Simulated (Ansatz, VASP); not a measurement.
This is a calculation of GaN for Ansatz 0.2.0. 

File input.yaml:

```yaml
crystal:
  lattice:
    - [3.18, 0.0, 0.0]
    - [-1.59, 2.753960784, 0.0]
    - [0.0, 0.0, 5.166]
  atoms:
    - { symbol: Ga, position: [0.6666666667, 0.3333333333, 0.5] }
    - { symbol: Ga, position: [0.3333333333, 0.6666666667, 0.0] }
    - { symbol: "N", position: [0.6666666667, 0.3333333333, 0.875] }
    - { symbol: "N", position: [0.3333333333, 0.6666666667, 0.375] }
hamiltonian:
  xc: pbe
  pseudopotentials: { kind: paw }
kpoints:
  mp_grid: { grid: [10, 10, 5] }
scf:
  occupations: { method: gaussian, width: 0.016 }
output:
  forces: true
  stress: true
  eigenvalues: true
  write_density: true
  write_potential: true
  elf: true
  volumetric_format: npy
```

Potentials or basis: Ansatz PAW.

Launch:

```bash
$ ansatz run input.yaml --threads 2 --pin off --max-ram 5632MiB --backend cpu --events-out ev --progress --plain --runs-dir out
```

Q: Translate it to VASP 6.6.1. Potentials or basis there: PBE PAW files Ga_d, N, 520 eV.

A: As run (cutoffs and basis follow the program's own potentials, and thresholds, step limits or extra output files can differ):

INCAR

```
SYSTEM = GaN
  PREC = Accurate
  ENCUT = 520
  EDIFF = 1E-7
  ISMEAR = 0
  SIGMA = 0.016
  LREAL = .False.
  LASPH = .True.
  NELM = 80
  ALGO = Fast
  ISIF = 2
  LWAVE = .False.
  LCHARG = .False.
  GGA = PE
```

KPOINTS

```
regular mesh
0
Gamma
  10 10 5
  0 0 0
```

POSCAR

```
GaN
1.0
    3.1800000000      0.0000000000      0.0000000000
   -1.5900000000      2.7539607840      0.0000000000
    0.0000000000      0.0000000000      5.1660000000
Ga N
2 2
Direct
    0.6666666667      0.3333333333      0.5000000000
    0.3333333333      0.6666666667      0.0000000000
    0.6666666667      0.3333333333      0.8750000000
    0.3333333333      0.6666666667      0.3750000000
```

Potentials or basis: VASP PAW PBE potentials, release 64 (Ga_d, N).

Command:

```console
$ cat potpaw_PBE.64/Ga_d/POTCAR potpaw_PBE.64/N/POTCAR > POTCAR
$ mpirun -np 1 vasp_std > vasp.out
```

Both were run:

|  | Ansatz | VASP |
| --- | --- | --- |
| Pressure | 7.3 GPa | 7.5 GPa |
| Largest force | 0.137 eV/Å | 0.135 eV/Å |

Ansatz's pressure holds a Pulay term of +0.52 GPa for its cutoff of 420 eV, which the other run lacks.

Where Ansatz's input types no cutoff or centring, it takes its own default and a Γ-centred mesh.

Pressure is positive in compression.
